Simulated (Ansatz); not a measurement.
## SnSe (P4/nmm), clamped-ion strain scan

These are results of DFT r2SCAN, scalar-relativistic, plane waves, PAW (Ansatz 0.2.0), not measurements. Settings: plane waves to 500 eV, k-mesh 6×6×4 (Γ-centred), Gaussian smearing 0.05 eV. No spin polarisation. Energies are free energies at this smearing, counted from the undisturbed cell; pressure is positive in compression.

Zero of the scan (as given, not relaxed at this level; it stands at 0.0 GPa; this form isn't the usual structure):

```
Sn Se
1.0
     4.28533    0.00000    0.00000
     0.00000    4.28533    0.00000
     0.00000    0.00000   10.99069
Sn Se
2 2
Direct
  0.50000 0.00000 0.37223
  0.00000 0.50000 0.62777
  0.50000 0.00000 0.61604
  0.00000 0.50000 0.38396
```

The cell holds layers and no dispersion correction was added, so their binding is poorly described.

The cell is strained by ε times the Voigt pattern (0, 0, 0, 1, 0, 0) (xx, yy, zz, yz, xz, xy; engineering shear) with fractional coordinates fixed.

| ε | ΔE (meV/atom) | stress summed along the pattern (GPa, tension positive) | gap on the mesh (eV) |
| --- | --- | --- | --- |
| -0.0600 | 4.5 | -0.48 | 1.76 |
| -0.0300 | 1.1 | -0.24 | 1.77 |
| 0.0000 | 0.0 | 0.00 | 1.78 |
| 0.0075 | 0.1 | 0.06 | 1.78 |
| 0.0150 | 0.3 | 0.12 | 1.78 |
| 0.0225 | 0.6 | 0.18 | 1.77 |
| 0.0375 | 1.8 | 0.30 | 1.77 |
| 0.0450 | 2.6 | 0.36 | 1.77 |
| 0.0525 | 3.5 | 0.42 | 1.76 |

By symmetry 0.0600 repeats -0.0600, -0.0450 repeats 0.0450, 0.0300 repeats -0.0300, -0.0150 repeats 0.0150 in energy, with the opposite slope along the path.